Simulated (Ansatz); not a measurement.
**BeO: response to strain**

The reference is BeO in the wurtzite structure (space group P6_3mc, No. 186; a = 2.690 Å, c = 4.370 Å).

Strains are applied to the cell and any free atomic positions relax.

Method: Ansatz (a first-principles code) r2SCAN, spin-orbit coupling left out.

| isotropic strain (%) | band gap (eV) |
|---|---|
| -0.91 | 8.86 |
| 0 | 8.55 |
| 2.78 | ? |
| 3.99 | 7.32 |

Fit E_g = E₀ + Dε (ε in %) to the rows shown and predict the withheld row.

Least squares on the printed values gives E₀ = 8.56 eV, D = -312 meV per % of strain (largest residual 0.01 eV); this predicts 7.70 eV, and the run gives 7.67 eV, 0.03 lower.

No phonon test of stability was made.
